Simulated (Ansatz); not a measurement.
This script drives Ansatz 0.2.0 through its Python package.

`alas_elastic.py`:
```python
"""Stiffness tensor and moduli of AlAs."""

from dataclasses import replace
import warnings

import ansatz as az
import numpy as np

warnings.simplefilter("ignore", az.DeckWarning)

crystal = (
    az.Lattice.from_parameters(4.00279, 4.00279, 4.00279, alpha=60.0, beta=60.0, gamma=60.0)
    .atom("Al", (0.0, 0.0, 0.0))
    .atom("As", (0.25, 0.25, 0.25))
)

job = (
    crystal.calculation()
    .functional("pbe")
    .occupations("fixed")
    .kpoints(7, 7, 7)
)
# relax, then strain
rest = job.relax(cell=True).run(threads=1, pin="off").lattice
relaxed = az.Crystal(lattice=az.Lattice.of(rest.cell_ang))
for site in rest.sites:
    relaxed = relaxed.atom(site.symbol, site.position_frac)
job = replace(job, crystal=relaxed)
print("relaxed volume {:.3f} A^3".format(abs(np.linalg.det(rest.cell_ang))))
result = job.elastic("relaxed_ion").run(threads=1, pin="off")
elastic = result.elastic

print(np.array2string(np.round(elastic.c_gpa, 1) + 0.0, suppress_small=True))
print("Voigt stress of the unstrained cell (GPa, tension positive):", np.round(elastic.sigma0_gpa, 3) + 0.0)
print("smallest eigenvalue of C:", round(elastic.stability.min_eigenvalue_gpa, 1), "GPa; stable:", elastic.stability.stable)
# averaged moduli need a positive definite tensor
if elastic.stability.min_eigenvalue_gpa > 0:
    for name, value in elastic.moduli.to_plain().items():
        print(f"{name:14s} {value:9.3f}")
```

It is started by `python alas_elastic.py`. How long does it take on 1 thread of Arm Neoverse V2, on a shared host, and how much memory does it need?

It took about 2 min, with a peak of 0.49 GiB, for 2 runs of the engine.

`python alas_elastic.py` gives:
```text
relaxed volume 46.975 A^3
[[128.   41.1  33.2  11.2   0.    0. ]
 [ 41.1 128.   33.2 -11.2   0.    0. ]
 [ 33.2  33.2 135.9   0.    0.    0. ]
 [ 11.2 -11.2   0.   35.5   0.    0. ]
 [  0.    0.    0.    0.   35.5  11.2]
 [  0.    0.    0.    0.   11.2  43.4]]
Voigt stress of the unstrained cell (GPa, tension positive): [-0.029 -0.029 -0.029  0.     0.     0.   ]
smallest eigenvalue of C: 27.6 GPa; stable: True
k_voigt_gpa       67.427
k_reuss_gpa       67.427
k_hill_gpa        67.427
g_voigt_gpa       41.851
g_reuss_gpa       38.178
g_hill_gpa        40.014
youngs_gpa       100.219
poisson            0.252
```

What to keep in mind:
- A positive definite tensor excludes instabilities under uniform strain alone; phonons elsewhere in the zone can still be imaginary.
- The starting cell is as deposited in a crystallographic database; the results hold for this polymorph, which needn't be the stable one.
- The constants belong to the cell that was strained; where it wasn't relaxed first it may be under stress.

(A comment or docstring line of the script was reworded after the run, the code is as it ran.)
